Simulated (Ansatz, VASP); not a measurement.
MgI2 in VASP and in Ansatz

Contents of INCAR:

```
PREC = Accurate
ENCUT = 520
EDIFF = 1E-6
ISMEAR = 0
SIGMA = 0.05
LREAL = False
LASPH = True
NELM = 80
ALGO = Normal
ISIF = 2
LWAVE = False
LCHARG = False
GGA = PE
NBANDS = 15
```

Contents of KPOINTS:

```
Automatic mesh
0
Gamma
  6 6 4
```

POSCAR

```
MgI2
1.0
    4.2950988506      0.0000000000      0.0000000000
   -2.1475494253      3.7196647164      0.0000000000
    0.0000000000      0.0000000000      7.9749240755
Mg I
1 2
Direct
    0.0000000000      0.0000000000      0.0000000000
    0.3333333333      0.6666666667      0.7897071656
    0.6666666667      0.3333333333      0.2102928344
```

Input for Ansatz:

```yaml
crystal:
  lattice:
    - [4.2950988506, 0.0, 0.0]
    - [-2.1475494253, 3.7196647164, 0.0]
    - [0.0, 0.0, 7.9749240755]
  atoms:
    - { symbol: Mg, position: [0.0, 0.0, 0.0] }
    - { symbol: I, position: [0.3333333333, 0.6666666667, 0.7897071656] }
    - { symbol: I, position: [0.6666666667, 0.3333333333, 0.2102928344] }
basis:
  ecutwfc: 520.0
kpoints:
  mp_grid: { grid: [6, 6, 4] }
hamiltonian:
  xc: pbe
scf:
  occupations: { method: gaussian, width: 0.05 }
output:
  forces: true
  stress: true
  eigenvalues: true
  write_density: true
  write_potential: true
  elf: true
  volumetric_format: npy
```

Alike in both runs: task single point; functional PBE; k mesh 6 × 6 × 4; occupations gaussian, width 0.05 eV; no spin polarisation.

|  | VASP | Ansatz |
| --- | --- | --- |
| version | VASP 6.6.1 | Ansatz 0.2.0 |
| potentials or method | VASP PAW PBE potentials, release 64 (Mg, I) | scalar-relativistic, plane waves, PAW |
| plane-wave cutoff (eV) | 520 | 520 |
| valence electrons in the cell | 16 | 44 |

|  | VASP | Ansatz | Ansatz less VASP |
| --- | --- | --- | --- |
| gap on the k mesh at the Fermi level (eV) | 3.58 | 3.59 | +0.015 |
| least direct gap on the mesh (eV) | 3.58 | 3.59 | +0.015 |
| pressure (GPa) | -1.0 | -1.0 | +0.05 |
| largest component of the traceless stress (GPa) | 0.33 | 0.33 | -0.005 |
| rms of the force components (eV/Å) | 0.075 | 0.070 | -0.0045 |

Atom by atom the forces differ by 0.004 eV/Å (rms over components). The two sets of potentials don't hold the same shells in valence.

Caveats: spin-orbit coupling is left out, which moves the levels of the heavy elements; this functional lacks dispersion, which binds the layers, so the pressure and a relaxed spacing across them are unreliable. A k mesh can miss the band edges.
